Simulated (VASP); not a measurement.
FeO:

```xyz
2
Lattice="1.5177 0.8762 2.5158 -1.5177 0.8762 2.5158 0.0000 -1.7525 2.5158" Properties=species:S:1:pos:R:3 pbc="T T T"
Fe    0.0000    0.0000    0.0000
O     0.0000    0.0000    3.7737
```

Base run:

| Property | Result |
| --- | --- |
| Program | VASP 6.6.1 |
| Functional | r2SCAN |
| Potentials or basis | VASP PAW PBE potentials, release 64 (Fe, O) |
| Cutoff | 520 eV |
| k mesh | 8 × 8 × 8 |
| Occupations | gaussian, width 0.05 eV |
| Spin | collinear spin, ferromagnetic start |
| Starting moments | [3.0, 0.0] μB |
| Hubbard terms | Fe d U = 8 eV |

Its results: band gap on the k mesh 2.67 eV, indirect (least direct gap 3.80 eV); pressure 1.4 GPa; net moment 4.00 μB per cell; site moments Fe +3.95; O +0.07 μB.

**Question.** The run is repeated on the same cell with these changes: hubbard terms from Fe d U = 8 eV to Fe d U = 2 eV; further incar settings from ALGO = Normal; EDIFF = 1e-06; NBANDS = 18 to ALGO = Normal; EDIFF = 1e-07. What comes out?

**Answer.** Band gap on the k mesh none (metal or under the smearing width); pressure -6.2 GPa; net moment 4.00 μB per cell; site moments Fe +3.77; O +0.23 μB.

Caveats: the PAW data sets were made with another functional, which shifts forces and pressure a little; a cell with one magnetic atom can't hold antiferromagnetic order, which such compounds often take.

A k mesh can miss the band edges.
